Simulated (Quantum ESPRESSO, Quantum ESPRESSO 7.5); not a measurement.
**blue phosphorene, 1 layer, stepped through biaxial strain**

Aim: how the results for blue phosphorene, 1 layer change with biaxial strain.

Main program and level: Quantum ESPRESSO 7.5; plane-wave DFT, PBE, GBRV ultrasoft pseudopotentials.

**1. The structure**

The cell holds 2 atoms: 2 P. Its edges and angles: a = 3.280 Å, b = 3.280 Å, c = 16.240 Å, α = 90.0°, β = 90.0°, γ = 120.0°. It derives from P. Vacuum lies along c.

Set-up: Cell and atoms are first relaxed; each strained cell is then held and the atoms relax in it. A periodic run with 15 Å of vacuum in the starting cell gives the vacuum levels, and bands follow along a path.

Members -2, -1, 0, 1 and 2 took the same steps and show in the table alone.

**2. Relaxing cell and ions of the reference**

What the set-up leaves free in this member is relaxed.

Input file ref.relax.in:

```
&control
  prefix = 'ref.relax'
  outdir = './out'
  pseudo_dir = './pseudo'
  nstep = 80
  forc_conv_thr = 0.0004
  calculation = 'vc-relax'
  etot_conv_thr = 1e-06
/
&system
  ibrav = 0
  nat = 2
  ntyp = 1
  ecutwfc = 50
  ecutrho = 250
  occupations = 'smearing'
  smearing = 'fd'
  degauss = 0.004
/
&electrons
  conv_thr = 1e-09
  mixing_beta = 0.4
  electron_maxstep = 120
  mixing_mode = 'plain'
/
&ions
/
&cell
  cell_dofree = '2Dxy'
  press_conv_thr = 0.3
/
ATOMIC_SPECIES
  P   30.9738  p_pbe_v1.5.uspp.F.UPF
CELL_PARAMETERS angstrom
  3.28000000000000 0.00000000000000 0.00000000000000
  -1.64000000000000 2.84056332441296 0.00000000000000
  0.00000000000000 0.00000000000000 16.24000000000000
ATOMIC_POSITIONS crystal
  P   0.666666666700 0.333333333300 0.461822660099
  P   0.333333333300 0.666666666700 0.538177339901
K_POINTS automatic
  12 12 1 0 0 0
```

The run is started by

```
$ OMP_NUM_THREADS=1 mpirun -n 4 pw.x -nk 4 -in ref.relax.in > ref.relax.out
```

Log:

```text
Program PWSCF v.7.5 starts
[citation notice left out]

     Parallel version (MPI & OpenMP), running on       4 processor cores
     Number of MPI processes:                 4
     Threads/MPI process:                     1

     MPI processes distributed on     1 nodes
[...]
Current dimensions of program PWSCF are:
     Max number of different atomic species (ntypx) = 10
     Max number of k-points (npk) =  40000
     Max angular momentum in pseudopotentials (lmaxx) =  4
     Message from routine setup:
     using ibrav=0 with symmetry is DISCOURAGED, use correct ibrav instead

     K-points division:     npool     =       4
     Subspace diagonalization in iterative solution of the eigenvalue problem:
     a serial algorithm will be used

     G-vector sticks info
     --------------------
     sticks:   dense  smooth     PW     G-vecs:    dense   smooth      PW
     Sum         661     517    163                68219    48583    8061

     Using Slab Decomposition

     bravais-lattice index     =            0
     lattice parameter (alat)  =       6.1983  a.u.
     unit-cell volume          =    1021.0828 (a.u.)^3
     number of atoms/cell      =            2
     number of atomic types    =            1
     number of electrons       =        10.00
     number of Kohn-Sham states=            9
     kinetic-energy cutoff     =      50.0000  Ry
     charge density cutoff     =     250.0000  Ry
     scf convergence threshold =      1.0E-09
     mixing beta               =       0.4000
     number of iterations used =            8  plain     mixing
     energy convergence thresh.=      1.0E-06
     force convergence thresh. =      4.0E-04
     press convergence thresh. =      3.0E-01
     Exchange-correlation=  SLA  PW   PBX  PBC
                           (   1   4   3   4   0   0   0)
     nstep                     =           80

     celldm(1)=   6.198302  celldm(2)=   0.000000  celldm(3)=   0.000000
     celldm(4)=   0.000000  celldm(5)=   0.000000  celldm(6)=   0.000000

     crystal axes: (cart. coord. in units of alat)
               a(1) = (   1.000000   0.000000   0.000000 )
               a(2) = (  -0.500000   0.866025   0.000000 )
               a(3) = (   0.000000   0.000000   4.951220 )

     reciprocal axes: (cart. coord. in units 2 pi/alat)
               b(1) = (  1.000000  0.577350 -0.000000 )
               b(2) = (  0.000000  1.154701  0.000000 )
               b(3) = (  0.000000 -0.000000  0.201970 )

     PseudoPot. # 1 for P  read from file:
     ./pseudo/p_pbe_v1.5.uspp.F.UPF
     Pseudo is Ultrasoft + core correction, Zval =  5.0
     Generated by new atomic code, or converted to UPF format
     Using radial grid of  903 points,  6 beta functions with:
                l(1) =   0
                l(2) =   0
                l(3) =   1
                l(4) =   1
                l(5) =   2
                l(6) =   2
     Q(r) pseudized with  8 coefficients,  rinner =    1.300   1.300   1.300
                                                       1.300   1.300

     atomic species   valence    mass     pseudopotential
     P                 5.00    30.97380     P ( 1.00)

     12 Sym. Ops., with inversion, found

   Cartesian axes

     site n.     atom                  positions (alat units)
         1        P      tau(   1) = (   0.5000000   0.2886751   2.2865854  )
         2        P      tau(   2) = (  -0.0000000   0.5773503   2.6646341  )

     number of k points=    19  Fermi-Dirac smearing, width (Ry)=  0.0040
                       cart. coord. in units 2pi/alat
        k(    1) = (   0.0000000   0.0000000   0.0000000), wk =   0.0138889
        k(    2) = (   0.0000000   0.0962250   0.0000000), wk =   0.0833333
        k(    3) = (   0.0000000   0.1924501   0.0000000), wk =   0.0833333
        k(    4) = (   0.0000000   0.2886751   0.0000000), wk =   0.0833333
        k(    5) = (   0.0000000   0.3849002   0.0000000), wk =   0.0833333
        k(    6) = (   0.0000000   0.4811252   0.0000000), wk =   0.0833333
        k(    7) = (   0.0000000  -0.5773503   0.0000000), wk =   0.0416667
        k(    8) = (   0.0833333   0.1443376   0.0000000), wk =   0.0833333
        k(    9) = (   0.0833333   0.2405626   0.0000000), wk =   0.1666667
        k(   10) = (   0.0833333   0.3367877   0.0000000), wk =   0.1666667
[...]
k(   19) = (   0.3333333   0.5773503   0.0000000), wk =   0.0277778

     Dense  grid:    68219 G-vectors     FFT dimensions: (  32,  32, 160)

     Smooth grid:    48583 G-vectors     FFT dimensions: (  27,  27, 144)

     Estimated max dynamical RAM per process >     103.07 MB

     Estimated total dynamical RAM >     362.32 MB

     Initial potential from superposition of free atoms

     starting charge       9.9997, renormalised to      10.0000

     negative rho (up, down):  4.069E-05 0.000E+00
     Starting wfcs are    8 randomized atomic wfcs +    1 random wfcs

     total cpu time spent up to now is        0.7 secs

     per-process dynamical memory:    44.4 Mb

     Self-consistent Calculation

     iteration #  1     ecut=    50.00 Ry     beta= 0.40
     Davidson diagonalization with overlap
     ethr =  1.00E-02,  avg # of iterations =  4.6

     Threshold (ethr) on eigenvalues was too large:
     Diagonalizing with lowered threshold

     Davidson diagonalization with overlap
     ethr =  3.07E-04,  avg # of iterations =  3.1

     negative rho (up, down):  5.577E-06 0.000E+00

     total cpu time spent up to now is        1.9 secs

     total energy              =     -31.03303037 Ry
     estimated scf accuracy    <       0.03080614 Ry

     iteration #  2     ecut=    50.00 Ry     beta= 0.40
[...]
negative rho (up, down):  3.174E-05 0.000E+00

[...]
total energy              =     -31.03175433 Ry
     estimated scf accuracy    <       0.00889871 Ry

     iteration #  3     ecut=    50.00 Ry     beta= 0.40
[...]
negative rho (up, down):  4.214E-05 0.000E+00

[...]
total energy              =     -31.03224951 Ry
     estimated scf accuracy    <       0.00022937 Ry

     iteration #  4     ecut=    50.00 Ry     beta= 0.40
[...]
negative rho (up, down):  4.945E-05 0.000E+00

[...]
total energy              =     -31.03240251 Ry
     estimated scf accuracy    <       0.00001539 Ry

     iteration #  5     ecut=    50.00 Ry     beta= 0.40
[...]
negative rho (up, down):  5.406E-05 0.000E+00

[...]
CELL_PARAMETERS (angstrom)
   3.280099222   0.000000000   0.000000000
  -1.640049611   2.840649253   0.000000000
   0.000000000   0.000000000  16.240000000

ATOMIC_POSITIONS (crystal)
P                0.6666666667        0.3333333333        0.4617995765
P                0.3333333333        0.6666666667        0.5382004235
End final coordinates

[...]
Final scf calculation at the relaxed structure.
     The G-vectors are recalculated for the final unit cell
     Results may differ from those at the preceding step.

     G-vector sticks info
     --------------------
     sticks:   dense  smooth     PW     G-vecs:    dense   smooth      PW
     Sum         661     517    163                68219    48583    8061

     Using Slab Decomposition

     bravais-lattice index     =            0
     lattice parameter (alat)  =       6.1983  a.u.
     unit-cell volume          =    1021.1445 (a.u.)^3
     number of atoms/cell      =            2
     number of atomic types    =            1
     number of electrons       =        10.00
     number of Kohn-Sham states=            9
     kinetic-energy cutoff     =      50.0000  Ry
     charge density cutoff     =     250.0000  Ry
     scf convergence threshold =      1.0E-09
     mixing beta               =       0.4000
     number of iterations used =            8  plain     mixing
     press convergence thresh. =      3.0E-01
     Exchange-correlation=  SLA  PW   PBX  PBC
                           (   1   4   3   4   0   0   0)

     celldm(1)=   6.198302  celldm(2)=   0.000000  celldm(3)=   0.000000
     celldm(4)=   0.000000  celldm(5)=   0.000000  celldm(6)=   0.000000

     crystal axes: (cart. coord. in units of alat)
               a(1) = (   1.000030   0.000000   0.000000 )
               a(2) = (  -0.500015   0.866052   0.000000 )
               a(3) = (   0.000000   0.000000   4.951220 )

     reciprocal axes: (cart. coord. in units 2 pi/alat)
               b(1) = (  0.999970  0.577333 -0.000000 )
               b(2) = ( -0.000000  1.154666  0.000000 )
               b(3) = (  0.000000 -0.000000  0.201970 )

     PseudoPot. # 1 for P  read from file:
     ./pseudo/p_pbe_v1.5.uspp.F.UPF
     Pseudo is Ultrasoft + core correction, Zval =  5.0
     Generated by new atomic code, or converted to UPF format
     Using radial grid of  903 points,  6 beta functions with:
                l(1) =   0
                l(2) =   0
                l(3) =   1
                l(4) =   1
                l(5) =   2
                l(6) =   2
     Q(r) pseudized with  8 coefficients,  rinner =    1.300   1.300   1.300
                                                       1.300   1.300

     atomic species   valence    mass     pseudopotential
     P                 5.00    30.97380     P ( 1.00)

     12 Sym. Ops., with inversion, found

   Cartesian axes

     site n.     atom                  positions (alat units)
         1        P      tau(   1) = (   0.5000151   0.2886839   2.2864711  )
         2        P      tau(   2) = (  -0.0000000   0.5773677   2.6647484  )

     number of k points=    19  Fermi-Dirac smearing, width (Ry)=  0.0040
                       cart. coord. in units 2pi/alat
        k(    1) = (   0.0000000   0.0000000   0.0000000), wk =   0.0138889
        k(    2) = (  -0.0000000   0.0962221   0.0000000), wk =   0.0833333
        k(    3) = (  -0.0000000   0.1924443   0.0000000), wk =   0.0833333
        k(    4) = (  -0.0000000   0.2886664   0.0000000), wk =   0.0833333
        k(    5) = (  -0.0000000   0.3848885   0.0000000), wk =   0.0833333
        k(    6) = (  -0.0000000   0.4811107   0.0000000), wk =   0.0833333
        k(    7) = (   0.0000000  -0.5773328   0.0000000), wk =   0.0416667
        k(    8) = (   0.0833308   0.1443332   0.0000000), wk =   0.0833333
        k(    9) = (   0.0833308   0.2405553   0.0000000), wk =   0.1666667
        k(   10) = (   0.0833308   0.3367775   0.0000000), wk =   0.1666667
[...]
k(   19) = (   0.3333233   0.5773328   0.0000000), wk =   0.0277778

     Dense  grid:    68219 G-vectors     FFT dimensions: (  32,  32, 160)

     Smooth grid:    48583 G-vectors     FFT dimensions: (  27,  27, 144)

     Estimated max dynamical RAM per process >     103.59 MB

     Estimated total dynamical RAM >     364.41 MB

     Initial potential from superposition of free atoms

     starting charge       9.9997, renormalised to      10.0000

     negative rho (up, down):  4.070E-05 0.000E+00
     Starting wfcs are    8 randomized atomic wfcs +    1 random wfcs

     total cpu time spent up to now is       12.7 secs

     per-process dynamical memory:    44.5 Mb

     Self-consistent Calculation

     iteration #  1     ecut=    50.00 Ry     beta= 0.40
     Davidson diagonalization with overlap
     c_bands:  2 eigenvalues not converged
     c_bands:  1 eigenvalues not converged
     ethr =  1.00E-06,  avg # of iterations = 18.5

     negative rho (up, down):  5.771E-06 0.000E+00

     total cpu time spent up to now is       15.0 secs

     total energy              =     -31.03322960 Ry
     estimated scf accuracy    <       0.03140954 Ry

[...]
iteration #  8     ecut=    50.00 Ry     beta= 0.40
[...]
negative rho (up, down):  6.233E-05 0.000E+00

[...]
End of self-consistent calculation

          k = 0.0000 0.0000 0.0000 (  6015 PWs)   bands (ev):

   -17.1635  -9.4418  -3.4463  -3.1790  -3.1790   0.7170   0.8525   0.8525
     2.3468

          k =-0.0000 0.0962 0.0000 (  6030 PWs)   bands (ev):

   -17.0517  -9.3677  -4.0617  -3.4265  -3.3812   0.5336   1.1686   1.5780
     2.4898

          k =-0.0000 0.1924 0.0000 (  6044 PWs)   bands (ev):

   -16.7186  -9.1918  -5.6451  -3.9614  -3.2164  -0.1342   1.8065   2.5655
     2.8818

          k =-0.0000 0.2887 0.0000 (  6082 PWs)   bands (ev):

   -16.1724  -9.2090  -6.9292  -4.5133  -3.0873  -0.7987   1.9744   2.2566
     3.4453

          k =-0.0000 0.3849 0.0000 (  6096 PWs)   bands (ev):

   -15.4354 -10.0792  -7.0873  -4.9542  -3.3139  -1.1139   1.0722   2.3641
     4.2155

          k =-0.0000 0.4811 0.0000 (  6104 PWs)   bands (ev):

   -14.5849 -11.3141  -6.5601  -5.2322  -3.9583  -1.0803   0.5942   2.3229
     3.6988

[...]
the Fermi energy is    -2.0660 ev

!    total energy              =     -31.03241793 Ry
     estimated scf accuracy    <          2.4E-10 Ry
     smearing contrib. (-TS)   =      -0.00000000 Ry
     internal energy E=F+TS    =     -31.03241793 Ry

     The total energy is F=E-TS. E is the sum of the following terms:
     one-electron contribution =    -123.18433747 Ry
     hartree contribution      =      63.13873309 Ry
     xc contribution           =     -11.76527534 Ry
     ewald contribution        =      40.77846180 Ry

     convergence has been achieved in   8 iterations

     negative rho (up, down):  6.233E-05 0.000E+00

     Forces acting on atoms (cartesian axes, Ry/au):

     atom    1 type  1   force =    -0.00000000   -0.00000000   -0.00022470
     atom    2 type  1   force =     0.00000000    0.00000000    0.00022470

     Total force =     0.000318     Total SCF correction =     0.000003

     Computing stress (Cartesian axis) and pressure

     negative rho (up, down):  6.233E-05 0.000E+00
          total   stress  (Ry/bohr**3)                   (kbar)     P=        0.10
   0.00000078  -0.00000000   0.00000000            0.12       -0.00        0.00
  -0.00000000   0.00000078   0.00000000           -0.00        0.12        0.00
   0.00000000   0.00000000   0.00000049            0.00        0.00        0.07

[...]
=------------------------------------------------------------------------------=
   JOB DONE.
=------------------------------------------------------------------------------=
```

It took 21 s on 4 MPI ranks of Arm Neoverse V1, shared host; peak memory 0.44 GiB; 83 s of CPU time.

Little changed from the start: no atom moved by 0.005 Å and no cell edge by 0.1 %.

 The last row is no step: it is a fresh SCF in the final cell with a new plane-wave basis, +0 meV from the row before.

Read from the output:

```
free energy  : -422.2176 eV
Fermi energy : -2.066 eV
```

(Continued in part 2 of 5.)

[Logs are printed without paths, hosts, clocks, repeated set-up lines and the standing remarks that a program may print on its own settings, such as how far it seeks lower states.]

[Hosts, paths, dates, database ids (printed as entryN), source tags and the programs' standing remarks are cut or masked in the printed files.]

[Maps of the electrostatic potential energy from Ansatz leave out the sawtooth potential of an applied field or a dipole correction, so their vacuum need not be flat; planar profiles and work functions include it.]
